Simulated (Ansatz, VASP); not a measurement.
**Cross-check of NaCl between VASP and Ansatz**

One calculation is typed for both programs; each brings its own data sets and cutoff. How far apart do they land?

Main program and level: Ansatz 0.2.0; plane waves, with VASP 6.6.1 beside it; band structure at PBE.

The database entry behind the starting cell differs from later determinations by our own check (an axis about 0.4 % short against later determinations), so it need not match the best structure at ambient conditions.

### Step 1. Starting point

Symmetry: Fm-3m, No. 225, cubic system. Conventional cell: a = 5.620 Å, b = 5.620 Å, c = 5.620 Å, α = 90.00°, β = 90.00°, γ = 90.00°. Nearest to Cl lie 6 Na at 2.81 Å. Nearest to Na lie 6 Cl at 2.81 Å. Farther neighbours and most contacts between anions are not listed.

### Step 2. VASP: band structure, PBE

The same path points are solved in both programs, so levels can be compared one by one.

Lines of VASP's logs that name or quote its potential files are left out, and so is its time.

Input file INCAR:

```
SYSTEM = NaCl
PREC = Accurate
ENCUT = 400
EDIFF = 1E-08
NELM = 100
ISMEAR = 0
SIGMA = 0.01
LREAL = .FALSE.
ALGO = Normal
GGA = PE
NBANDS = 14
LORBIT = 11
LWAVE = .TRUE.
LCHARG = .FALSE.
KPAR = 8
```

Input file POSCAR:

```
NaCl
1.0
    0.0000000000      2.8100000000      2.8100000000
    2.8100000000      0.0000000000      2.8100000000
    2.8100000000      2.8100000000      0.0000000000
Cl Na
1 1
Direct
    0.5000000000      0.5000000000      0.5000000000
    0.0000000000      0.0000000000      0.0000000000
```

Input file KPOINTS:

```
Automatic mesh
0
Gamma
4 4 4
0 0 0
```

Input file KPOINTS_OPT:

```
Line mode
12
Line-mode
Reciprocal
  0.00000000   0.00000000   0.00000000 GAMMA
  0.50000000   0.00000000   0.50000000 X

  0.50000000   0.00000000   0.50000000 X
  0.50000000   0.25000000   0.75000000 W

  0.50000000   0.25000000   0.75000000 W
  0.37500000   0.37500000   0.75000000 K

  0.37500000   0.37500000   0.75000000 K
  0.00000000   0.00000000   0.00000000 GAMMA

  0.00000000   0.00000000   0.00000000 GAMMA
  0.50000000   0.50000000   0.50000000 L

  0.50000000   0.50000000   0.50000000 L
  0.62500000   0.25000000   0.62500000 U

  0.62500000   0.25000000   0.62500000 U
  0.50000000   0.25000000   0.75000000 W

  0.50000000   0.25000000   0.75000000 W
  0.50000000   0.50000000   0.50000000 L

  0.50000000   0.50000000   0.50000000 L
  0.37500000   0.37500000   0.75000000 K

  0.62500000   0.25000000   0.62500000 U
  0.50000000   0.00000000   0.50000000 X
```

The projector-augmented-wave data sets are Cl_GW and Na_sv_GW (PBE family, release 64).

The run is started by

```sh
$ mpirun -np 8 vasp_std
```

Numbers of over 12 decimals in the logs are rounded to 6 here.

The program printed:

```text
[banner, memory and clock lines left out]
running    8 mpi-ranks, on    1 nodes
 distrk:  each k-point on    1 cores,    8 groups
 distr:  one band on    1 cores,    1 groups

 POSCAR found type information on POSCAR ClNa
 POSCAR found :  2 types and       2 ions
|                                                                             |
|           W    W    AA    RRRRR   N    N  II  N    N   GGGG   !!!           |
|           W    W   A  A   R    R  NN   N  II  NN   N  G    G  !!!           |
|           W    W  A    A  R    R  N N  N  II  N N  N  G       !!!           |
|           W WW W  AAAAAA  RRRRR   N  N N  II  N  N N  G  GGG   !            |
|           WW  WW  A    A  R   R   N   NN  II  N   NN  G    G                |
|           W    W  A    A  R    R  N    N  II  N    N   GGGG   !!!           |
|                                                                             |
|     For optimal performance we recommend to set                             |
|       NCORE = 2 up to number-of-cores-per-socket                            |
|     NCORE specifies how many cores store one orbital (NPAR=cpu/NCORE).      |
|     This setting can greatly improve the performance of VASP for DFT.       |
|     The default, NCORE=1 might be grossly inefficient on modern             |
|     multi-core architectures or massively parallel machines. Do your        |
|     Unfortunately you need to use the default for GW and RPA                |
|     calculations (for HF NCORE is supported but not extensively tested      |
|     yet).                                                                   |
|                                                                             |

 LDA part: xc-table for (Slater+PW92), standard interpolation
 POSCAR, INCAR and KPOINTS ok, starting setup
 FFT: planning ... GRIDC
 FFT: planning ... GRID_SOFT
 FFT: planning ... GRID
 WAVECAR not read
 entering main loop
       N       E                     dE             d eps       ncg     rms          rms(c)
DAV:   1     0.118091457507E+03    0.11809E+03   -0.65767E+03   224   0.880E+02
DAV:   2    -0.304373950629E+01   -0.12114E+03   -0.11320E+03   266   0.283E+02
DAV:   3    -0.881182968291E+01   -0.57681E+01   -0.57270E+01   284   0.605E+01
DAV:   4    -0.897668170786E+01   -0.16485E+00   -0.16471E+00   320   0.107E+01
DAV:   5    -0.898341704483E+01   -0.67353E-02   -0.67347E-02   284   0.216E+00    0.159E+00
DAV:   6    -0.884954670655E+01    0.13387E+00   -0.18180E-01   296   0.344E+00    0.760E-01
DAV:   7    -0.884257579094E+01    0.69709E-02   -0.53498E-02   310   0.152E+00    0.401E-01
DAV:   8    -0.884806312435E+01   -0.54873E-02   -0.79973E-03   248   0.874E-01    0.486E-02
DAV:   9    -0.884808844400E+01   -0.25320E-04   -0.20645E-04   284   0.169E-01    0.231E-02
DAV:  10    -0.884816221047E+01   -0.73766E-04   -0.74024E-05   254   0.573E-02    0.235E-03
DAV:  11    -0.884816383300E+01   -0.16225E-05   -0.28570E-06   278   0.135E-02    0.117E-03
DAV:  12    -0.884816414223E+01   -0.30923E-06   -0.63518E-07   278   0.578E-03    0.114E-03
DAV:  13    -0.884816405648E+01    0.85753E-07   -0.96640E-08   272   0.297E-03    0.561E-05
DAV:  14    -0.884816402683E+01    0.29643E-07   -0.21922E-09   196   0.468E-04    0.211E-05
DAV:  15    -0.884816402341E+01    0.34204E-08   -0.54118E-10   148   0.321E-04
   1 F= -.88481640E+01 E0= -.88481640E+01  d E =-.247668E-19
 Start KPOINTS_OPT (optional k-point list driver)
k-point batch [1-8\120]
       N       E                     dE             ncg
DAV:   1    -0.106092679967E+04   -0.20125E+04      224
DAV:   2    -0.206176864037E+04   -0.10008E+04      272
DAV:   3    -0.210790032283E+04   -0.46132E+02      302
DAV:   4    -0.210912409519E+04   -0.12238E+01      312
DAV:   5    -0.210913403107E+04   -0.99359E-02      284
DAV:   6    -0.210913448152E+04   -0.45045E-03      318
DAV:   7    -0.210913448523E+04   -0.37080E-05      296
DAV:   8    -0.210913448533E+04   -0.99362E-07      306
DAV:   9    -0.210913448533E+04   -0.13415E-08      232
[...]
k-point batch [113-120\120]
       N       E                     dE             ncg
DAV:   1    -0.117549193960E+04   -0.55569E+04      230
DAV:   2    -0.209455919802E+04   -0.91907E+03      266
DAV:   3    -0.213512172776E+04   -0.40563E+02      284
DAV:   4    -0.213627840744E+04   -0.11567E+01      334
DAV:   5    -0.213629214457E+04   -0.13737E-01      296
DAV:   6    -0.213629303415E+04   -0.88958E-03      354
DAV:   7    -0.213629304130E+04   -0.71510E-05      296
DAV:   8    -0.213629304151E+04   -0.20333E-06      354
DAV:   9    -0.213629304151E+04   -0.20000E-08      232
 writing wavefunctions
```

From OUTCAR (step 2):

```text
ion  position               nearest neighbor table
   1  0.500  0.500  0.500-
   2  0.000  0.000  0.000-

  LATTYP: Found a face centered cubic cell.
 ALAT       =     5.6200000000

 Subroutine GETGRP returns: Found 48 space group operations
 (whereof 48 operations were pure point group operations)

The static configuration has the point symmetry O_h .

 Found      8 irreducible k-points:

   k-points           NKPTS =      8   k-points in BZ     NKDIM =      8   number of bands    NBANDS=     14

   dimension x,y,z NGX =    28 NGY =   28 NGZ =   28
   dimension x,y,z NGXF=    56 NGYF=   56 NGZF=   56

   ENCUT  =  400.0 eV  29.40 Ry    5.42 a.u.   6.48  6.48  6.48*2*pi/ulx,y,z

   NELECT =      16.0000    total number of electrons

 k-points in reciprocal lattice and weights: Automatic mesh
   0.00000000  0.00000000  0.00000000       0.016
   0.25000000  0.00000000  0.00000000       0.125
   0.50000000  0.00000000  0.00000000       0.062
   0.25000000  0.25000000  0.00000000       0.094
   0.50000000  0.25000000  0.00000000       0.375
  -0.25000000  0.25000000  0.00000000       0.188
   0.50000000  0.50000000  0.00000000       0.047
  -0.25000000  0.50000000  0.25000000       0.094

 average (electrostatic) potential at core
       1 -84.2139       2 -55.7859

 E-fermi :  -0.8123

 k-point     1 :       0.0000    0.0000    0.0000
  band No.  band energies     occupation
    ...
      4     -21.6731      2.00000
      5     -13.5558      2.00000
      6      -0.8730      2.00000
      7      -0.8730      2.00000
      8      -0.8730      2.00000
      9       4.2815      0.00000
     10      10.1751      0.00000
     11      10.1751      0.00000
     12      10.1751      0.00000
     13      12.2617      0.00000
    ...

 k-point     2 :       0.2500    0.0000    0.0000
  band No.  band energies     occupation
    ...
      4     -21.6749      2.00000
      5     -13.3884      2.00000
      6      -1.9850      2.00000
      7      -1.0117      2.00000
      8      -1.0117      2.00000
      9       5.7544      0.00000
     10       9.1314      0.00000
     11      10.4585      0.00000
     12      10.4585      0.00000
     13      12.2570      0.00000
    ...

 k-point     3 :       0.5000    0.0000    0.0000
  band No.  band energies     occupation
    ...
      4     -21.6757      2.00000
      5     -13.2109      2.00000
      6      -2.8255      2.00000
      7      -1.1421      2.00000
      8      -1.1421      2.00000
      9       6.4052      0.00000
     10       9.8502      0.00000
     11      10.0443      0.00000
     12      10.0443      0.00000
     13      14.2147      0.00000
    ...

  Total        0.0220800      0.0220800      0.0220800     -0.0000000     -0.0000000      0.0000000
  in kB        0.7971872      0.7971872      0.7971872     -0.0000000     -0.0000000      0.0000000
  external PRESSURE =       0.7971872 kB  Pullay stress =       0.0000000 kB

  energy-cutoff  :      400.00
  volume of cell :       44.38
      direct lattice vectors                 reciprocal lattice vectors
     0.000000000  2.810000000  2.810000000    -0.177935943  0.177935943  0.177935943
     2.810000000  0.000000000  2.810000000     0.177935943 -0.177935943  0.177935943
     2.810000000  2.810000000  0.000000000     0.177935943  0.177935943 -0.177935943

 POSITION                                       TOTAL-FORCE (eV/Angst)
 -----------------------------------------------------------------------------------
      2.81000      2.81000      2.81000         0.000000      0.000000      0.000000
      0.00000      0.00000      0.00000        -0.000000     -0.000000     -0.000000
 -----------------------------------------------------------------------------------
    total drift:                                0.000000      0.000000      0.000000

  FREE ENERGIE OF THE ION-ELECTRON SYSTEM (eV)
  ---------------------------------------------------
  free  energy   TOTEN  =        -8.8481640234 eV

  energy  without entropy=       -8.8481640234  energy(sigma->0) =       -8.84816402

 total charge
# of ion       s       p       d       tot
------------------------------------------
    1        1.569   3.538   0.002   5.109
    2        2.002   5.984   0.016   8.002
--------------------------------------------------
tot          3.571   9.522   0.018  13.111

[... 3 further parts left out ...]
```

The run ends at a pressure of 0.08 GPa.

### Step 3. Ansatz: band structure, PBE

Ansatz runs on its default PAW (the set named soft_2) files.

The same cell, functional, mesh and smearing now go to Ansatz, which takes its cutoff from its data sets.

Input file input.yaml:

```yaml
crystal:
  lattice:
    - [0.0, 2.81, 2.81]
    - [2.81, 0.0, 2.81]
    - [2.81, 2.81, 0.0]
  atoms:
    - { symbol: Cl, position: [0.5, 0.5, 0.5] }
    - { symbol: Na, position: [0.0, 0.0, 0.0] }
hamiltonian:
  xc: pbe
  pseudopotentials: { kind: paw }
kpoints:
  mp_grid: { grid: [4, 4, 4] }
  band_path:
    path:
      - [0.0, 0.0, 0.0]
      - [0.18182, 0.0, 0.18182]
      - [0.36364, 0.0, 0.36364]
      - [0.5, 0.0, 0.5]
      - [0.5, 0.09091, 0.59091]
      - [0.5, 0.18182, 0.68182]
      - [0.5, 0.25, 0.75]
      - [0.45455, 0.29545, 0.75]
      - [0.40909, 0.34091, 0.75]
      - [0.375, 0.375, 0.75]
      - [0.20455, 0.20455, 0.40909]
      - [0.06818, 0.06818, 0.13636]
      - [0.04545, 0.04545, 0.04545]
      - [0.22727, 0.22727, 0.22727]
      - [0.40909, 0.40909, 0.40909]
      - [0.51136, 0.47727, 0.51136]
      - [0.55682, 0.38636, 0.55682]
      - [0.60227, 0.29545, 0.60227]
      - [0.61364, 0.25, 0.63636]
      - [0.56818, 0.25, 0.68182]
      - [0.51136, 0.25, 0.73864]
      - [0.5, 0.29545, 0.70455]
      - [0.5, 0.38636, 0.61364]
      - [0.5, 0.47727, 0.52273]
      - [0.47727, 0.47727, 0.54545]
      - [0.43182, 0.43182, 0.63636]
      - [0.38636, 0.38636, 0.72727]
      - [0.60227, 0.20455, 0.60227]
      - [0.55682, 0.11364, 0.55682]
      - [0.5, 0.0, 0.5]
    npoints: 1
scf:
  occupations: { method: gaussian, width: 0.01 }
  n_extra_bands: 7
output:
  forces: true
  stress: true
  eigenvalues: true
```

The run is started by

```sh
$ ansatz run input.yaml --threads 2 --pin off --max-ram 4608MiB --backend cpu --events-out ev --progress --plain --runs-dir out
```

The program printed:

```text
scf.n_extra_bands = 7 over 8 filled bands (N_el = 16.0): the run solves 15 bands
Engine: ansatz 0.2.0, x86_64-unknown-linux-gnu
Pseudopotentials: kind: paw
Pseudopotential: Cl, paw, valence charge 7, recommended cutoff 420 eV (normal), Cl.paw.azcp
Pseudopotential: Na, paw, valence charge 9, recommended cutoff 420 eV (normal), Na.paw.azcp
Functional definition: PBE
  parameter kappa = 0.804
  parameter beta = 0.066725
  exchange = pbe_x(kappa = kappa, mu = beta*pi^2/3)
  correlation = pbe_c(beta = beta)
Crystal: 2 atoms, lattice volume = 44.376 Å³
Basis set: ecut = 420 eV, 893 PW (Γ), exchange–correlation on 54×54×54 points (8 copies of the dense FFT grid, shifted against one another)
Bands: 15, of which v1, the nominal top of the filled ones, is band 8 counted from 1 (7 counted from 0)
Symmetry: 48 space group operations
Space group: Fm-3m (ITA 225), of the structure as read, at distance tolerance 3.5e-5 Å
k-points: 8 of 64
Non-local potential: Cl, projectors of the file, l = 0: 2, l = 1: 2, l = 2: 2
Non-local potential: Na, projectors of the file, l = 0: 3, l = 1: 2, l = 2: 1
PAW form: soft (Blöchl's): semilocal exchange-correlation on the pseudo side does not see the compensation charge
PAW one-centre angular grid: Cl, 110 points (default); XC on 64 Gauss nodes
PAW one-centre angular grid: Na, 110 points (default); XC on 64 Gauss nodes
Initial density: superposition of atomic densities (neutral atoms: chi_scale 0, normalization atom), corrected by the library's trained network
Initial wavefunctions: pseudopotential atomic-orbital guess
Functional: x = pbe(κ = 0.804, μ = 0.219515), c = pbe(β = 0.066725)
SCF iter   1: F=—  HF=-2569.547518 eV  |F-HF|=—  |Δ(HF+E_count)|=         —  Δρ=8.97e-4  dr2=4.93e-4  ethr=1.77e-3  ⟨swp⟩=6.1  Hψ=681  notcnv=0
preconditioner: auto → none  [insulator: Δε(μ)=5.147 eV  Ē_g=23.245 eV  σ=0.010 eV  W_gap=1.00  n_scr=14 (ndim 8)  ℏωp=20.9 eV  f_vac=0.032  D(μ)=0.00/eV (n_scr^D=0)  ε∞_Penn≈1.8]
SCF iter   2: F=—  HF=-2569.547682 eV  |F-HF|=—  |Δ(HF+E_count)|=   1.63e-4  Δρ=9.38e-4  dr2=5.78e-4  ethr=3.08e-6  ⟨swp⟩=2.0  Hψ=279  notcnv=0  defer=15
SCF iter   3: F=—  HF=-2569.547519 eV  |F-HF|=—  |Δ(HF+E_count)|=   1.62e-4  Δρ=4.53e-4  dr2=1.38e-4  ethr=3.08e-6  ⟨swp⟩=2.1  Hψ=132  notcnv=0  defer=15
SCF iter   4: F=—  HF=-2569.547477 eV  |F-HF|=—  |Δ(HF+E_count)|=   4.18e-5  Δρ=1.58e-4  dr2=1.74e-5  ethr=8.63e-7  ⟨swp⟩=1.9  Hψ=121  notcnv=0  defer=15
SCF iter   5: F=—  HF=-2569.547509 eV  |F-HF|=—  |Δ(HF+E_count)|=   3.14e-5  Δρ=3.45e-5  dr2=8.00e-7  ethr=1.09e-7  ⟨swp⟩=2.1  Hψ=132  notcnv=0  defer=15
SCF iter   6: F=—  HF=-2569.547509 eV  |F-HF|=—  |Δ(HF+E_count)|=   1.45e-7  Δρ=1.89e-5  dr2=2.48e-7  ethr=5.00e-9  ⟨swp⟩=1.4  Hψ=114  notcnv=0  defer=15
SCF iter   7: F=-2569.547509 eV  HF=-2569.547509 eV  |F-HF|=2.75e-8  |Δ(HF+E_count)|=   6.69e-8  Δρ=7.59e-6  dr2=3.80e-8  ethr=6.25e-10  ⟨swp⟩=6.8  Hψ=453  notcnv=0
SCF 1 converged in 7 iterations: F = -2569.547509 eV  dr2 = 3.80e-8
  greatest PAW one-centre occupation: 0.999 electrons in one spin orbital (limit 2), on the Na atom at site 1 (counted from 0), in its partial waves of l = 0
NSCF: frozen V_eff on 30 k-points
SCF converged after 7 iterations
Free energy (F): -2569.547509 eV
Harris-Foulkes:  -2569.547509 eV  (|F-HF|=2.75e-8)
Internal energy: -2569.547509 eV  (E = F + TS)
E sigma→0 (E₀):  -2569.547509 eV
Fermi energy:    3.762783 eV
--- Per-component energies (eV) ---
  E_band       = -233.285293
  E_kinetic    = 283.232544
  E_local      = -1524.515687  (includes V_loc(G=0)·N_el)
  E_nonlocal   = 143.599023
  E_hartree    = 537.314008
  E_xc         = -147.145246
  E_vxc        = -173.457812  (∫ρ·V_xc dr)
  E_paw        = -922.547060  (= ΣΔE_a)
  E_vpaw       = -36.775015  (= ΣTr[D̂ρ^β])
  E_aug_tail   = 0.000067  (compensation charges beyond the density's cutoff)
  E_ewald      = -939.485157
  E_smearing   = -0.000000  (= −TS)
  E_closure    = -0.000000  (closes the sum)
  Σ components = -2569.547509   (vs F -2569.547509, Δ=0.00e0)
--- Forces (eV/Å), atoms counted from 1 ---
  atom   1  Cl     0.00000000    -0.00000000     0.00000000
  atom   2  Na    -0.00000000    -0.00000000     0.00000000
  max |Σ_I F_I| component: 1.16e-29 eV/Å
--- Stress (GPa, compression-positive) ---
        1.066966       0.000000       0.000000
       -0.000000       1.066966      -0.000000
        0.000000      -0.000000       1.066966
  P = ⅓ Tr σ = 1.0670 GPa (10.670 kbar)
--- Band table (eV; the first three rows and the last of 8) ---
  k-point 0: bands = [... 4 lower, -11.4910, 1.1889, 1.1889, 1.1889, 6.3366, 12.2307, 12.2307, 12.2307, ... 3 higher]
  k-point 1: bands = [... 4 lower, -11.3237, 0.0761, 1.0504, 1.0504, 7.8110, 11.1883, 12.5128, 12.5128, ... 3 higher]
  k-point 2: bands = [... 4 lower, -11.1462, -0.7646, 0.9202, 0.9202, 8.4640, 11.9042, 12.0980, 12.0980, ... 3 higher]
  k-point 7: bands = [... 4 lower, -11.0802, -0.0172, -0.0172, 0.4237, 10.0283, 10.8871, 10.8871, 12.5510, ... 3 higher]
```

It took 0.76 s on 2 threads of Intel Xeon at 2.80GHz (Skylake/Cascade Lake), shared host; peak memory 0.32 GiB.

The column dr2 measures how far the density is from self-consistency, as an energy; F and HF (Harris–Foulkes) agree once it is small.

### Step 4. Side by side

Known differences besides the potentials themselves: the cutoff is 420 eV in Ansatz and 400 eV in VASP; VASP leaves aspherical gradient terms in its spheres out (LASPH is not set), Ansatz keeps them. Total energies have different zeros and are not compared.

Both answers:

| quantity | Ansatz | VASP | difference |
| --- | --- | --- | --- |
| gap over the path points (eV) | 5.148 | 5.154 | -0.007 |

Levels at points of the path, from each program's valence-band top (eV; 3 filled, then empty):

| k (reciprocal lattice) | Ansatz | VASP |
| --- | --- | --- |
| 0.000 0.000 0.000 | 0.00 0.00 0.00 5.15 11.04 11.04 | 0.00 0.00 0.00 5.15 11.05 11.05 |
| 0.182 0.000 0.182 | -0.71 -0.19 -0.19 6.40 9.69 11.53 | -0.71 -0.19 -0.19 6.41 9.69 11.54 |
| 0.364 0.000 0.364 | -1.51 -0.51 -0.51 7.70 8.36 10.67 | -1.51 -0.51 -0.51 7.71 8.36 10.68 |
| 0.500 0.000 0.500 | -1.69 -0.61 -0.61 7.54 8.04 11.39 | -1.69 -0.61 -0.61 7.56 8.04 11.40 |
| 0.500 0.091 0.591 | -1.62 -0.71 -0.65 7.83 8.30 11.12 | -1.62 -0.71 -0.65 7.84 8.31 11.12 |
| 0.500 0.182 0.682 | -1.42 -0.97 -0.74 8.52 9.01 10.39 | -1.42 -0.97 -0.74 8.53 9.02 10.39 |
| 0.500 0.250 0.750 | -1.21 -1.21 -0.77 8.84 9.70 9.70 | -1.21 -1.21 -0.77 8.85 9.70 9.70 |
| 0.455 0.295 0.750 | -1.33 -1.12 -0.69 8.69 9.23 10.16 | -1.33 -1.12 -0.69 8.70 9.24 10.16 |
| 0.409 0.341 0.750 | -1.41 -1.13 -0.55 8.34 9.06 10.50 | -1.41 -1.13 -0.55 8.35 9.07 10.50 |
| 0.375 0.375 0.750 | -1.43 -1.13 -0.50 8.23 9.04 10.59 | -1.43 -1.13 -0.50 8.24 9.04 10.59 |

Among the levels compared at these points, filled levels agree within 1 meV and empty ones within 13 meV. Not compared: the pressure (VASP's GW data sets at this cutoff don't carry it).

### Step 5. Further runs

Further runs change the set-up of one program: Ansatz's method, potentials or start, or VASP's data sets, cutoff or form of LDA. The table gives Ansatz less VASP for each quantity, since a change that brings one quantity closer may part another.

| run | gap over the path points (eV) |
| --- | --- |
| as above | -0.0068 |
| Ansatz's all-electron LAPW method | -0.0060 |

### Step 6. Outcome

| Quantity | Value |
| --- | --- |
| difference in gap over the path points (band structure, PBE) | -0.0068 eV |

The difference in gap over the path points is -0.0068 eV (band structure, PBE), within the 0.08 eV picked in this series as the mark of a large difference. For band structure, PBE, no further run moves any of the tabulated differences by more than a quarter of its size. Such differences can come from data sets, numerical settings and the points named under the comparisons, not from the functional's error against experiment.

[Lines on the potential files, build, host, timing and source positions are cut from VASP's logs without a mark.]

[Logs are printed without paths, hosts, clocks, repeated set-up lines and the standing remarks that a program may print on its own settings, such as how far it seeks lower states.]

[Hosts, paths, dates, database ids (printed as entryN), source tags and the programs' standing remarks are cut or masked in the printed files.]
